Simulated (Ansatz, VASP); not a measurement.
One calculation of TiH4, two programs

The input INCAR:

```
SYSTEM = TiH4
PREC = Accurate
ENCUT = 600
EDIFF = 1E-6
ISMEAR = 0
SIGMA = 0.1
LREAL = .False.
LASPH = .True.
NELM = 80
ALGO = Normal
ISIF = 3
LWAVE = .False.
LCHARG = .False.
GGA = PE
IBRION = 2
NSW = 90
EDIFFG = -0.04
```

KPOINTS

```
regular mesh
0
Gamma
  6 6 6
  0 0 0
```

The input POSCAR:

```
TiH4
1.0
   -2.2530479400      2.2530479400      2.2530479400
    2.2530479400     -2.2530479400      2.2530479400
    2.2530479400      2.2530479400     -2.2530479400
Ti H
1 4
Direct
    0.0000000000      0.0000000000      0.0000000000
    0.5000000000      0.5000000000      0.5000000000
    0.0000000000      0.0000000000      0.5000000000
    0.0000000000      0.5000000000      0.0000000000
    0.5000000000      0.0000000000      0.0000000000
```

Input for Ansatz:

```yaml
crystal:
  lattice:
    - [-2.25304794, 2.25304794, 2.25304794]
    - [2.25304794, -2.25304794, 2.25304794]
    - [2.25304794, 2.25304794, -2.25304794]
  atoms:
    - { symbol: Ti, position: [0.0, 0.0, 0.0] }
    - { symbol: H, position: [0.5, 0.5, 0.5] }
    - { symbol: H, position: [0.0, 0.0, 0.5] }
    - { symbol: H, position: [0.0, 0.5, 0.0] }
    - { symbol: H, position: [0.5, 0.0, 0.0] }
basis:
  ecutwfc: 420
kpoints:
  mp_grid: { grid: [6, 6, 6] }
hamiltonian:
  xc: pbe
scf:
  occupations: { method: gaussian, width: 0.1 }
  lower_state_search: "off"
output:
  forces: true
  stress: true
  eigenvalues: true
relax:
  adjacent_minimum: "off"
  f_tol: 0.04
  max_steps: 70
  cell: { stress_tol: 0.4 }
```

Alike in both runs: task relaxation of cell and atoms; functional PBE; k mesh 6 × 6 × 6; occupations gaussian, width 0.1 eV; no spin polarisation.

```csv
,VASP,Ansatz
version,VASP 6.6.1,Ansatz 0.2.0
potentials or method,"VASP PAW PBE potentials, release 64 (Ti_sv, H)","scalar-relativistic, plane waves, PAW"
plane-wave cutoff (eV),600,420
valence electrons in the cell,16,16
```

|  | VASP | Ansatz | Ansatz less VASP |
| --- | --- | --- | --- |
| gap on the k mesh at the Fermi level, each at its own relaxed structure (eV) | none | none | - |
| relaxed volume (Å³/atom) | 7.69 | 7.68 | -0.011 |
| relaxed cell length with the largest relative difference (Å) | 3.683 | 3.681 | -0.0018 |
| energy change over the relaxation (meV/atom) | -52 | -52 | 0.0 |

A gap of «none» marks a metal or a gap that the smearing closes.

Caveats: the volume moved by over 15 % at a fixed basis, so the end points are rough (VASP).
